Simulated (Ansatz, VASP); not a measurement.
# FeO: VASP beside Ansatz

File INCAR:

```
PREC = Accurate
ENCUT = 520
EDIFF = 1E-7
ISMEAR = 0
SIGMA = 0.05
LREAL = False
LASPH = True
NELM = 120
ALGO = Normal
ISIF = 2
LWAVE = False
LCHARG = False
LMAXMIX = 4
LDAU = True
LDAUTYPE = 2
LDAUL = 2 -1
LDAUU = 5 0
LDAUJ = 0 0
LDAUPRINT = 1
GGA = PE
NBANDS = 14
```

File KPOINTS:

```
Automatic mesh
0
Gamma
  8 8 8
```

File POSCAR:

```
FeO
1.0
    0.0000000000      2.1554001600      2.1554001600
    2.1554001600      0.0000000000      2.1554001600
    2.1554001600      2.1554001600      0.0000000000
Fe O
1 1
Direct
    0.0000000000      0.0000000000      0.0000000000
    0.5000000000      0.5000000000      0.5000000000
```

The input input.yaml:

```yaml
crystal:
  lattice:
    - [0.0, 2.15540016, 2.15540016]
    - [2.15540016, 0.0, 2.15540016]
    - [2.15540016, 2.15540016, 0.0]
  atoms:
    - { symbol: Fe, position: [0.0, 0.0, 0.0] }
    - { symbol: O, position: [0.5, 0.5, 0.5] }
hamiltonian:
  xc: pbe
  pseudopotentials: { kind: paw }
  hubbard: { sites: [{ species: Fe, l: d, u_eff: 5.0 }] }
kpoints:
  mp_grid: { grid: [8, 8, 8] }
scf:
  occupations: { method: gaussian, width: 0.05 }
output:
  forces: true
  stress: true
  eigenvalues: true
  write_density: true
  write_potential: true
  elf: true
  volumetric_format: npy
```

Alike in both runs: task single point; functional PBE; k mesh 8 × 8 × 8; occupations gaussian, width 0.05 eV; no spin polarisation; Hubbard terms Fe d U = 5 eV.

```csv
,VASP,Ansatz
version,VASP 6.6.1,Ansatz 0.2.0
potentials or method,"VASP PAW PBE potentials, release 64 (Fe, O)",Ansatz PAW
plane-wave cutoff (eV),520,420
valence electrons in the cell,14,22
```

```tsv
	VASP	Ansatz	Ansatz less VASP
gap on the k mesh at the Fermi level (eV)	2.90	2.99	+0.091
least direct gap on the mesh (eV)	3.27	3.38	+0.103
pressure (GPa)	-16.8	-17.2	-0.45
```

The programs project onto different local orbitals, so the same U acts differently. The two sets of potentials don't hold the same shells in valence.

Caveats: the pressure holds a Pulay correction of +0.7 GPa for the finite cutoff (Ansatz). A k mesh can miss the band edges. Spin polarisation is off, so any magnetic state and its effect on volume and gap are missing.
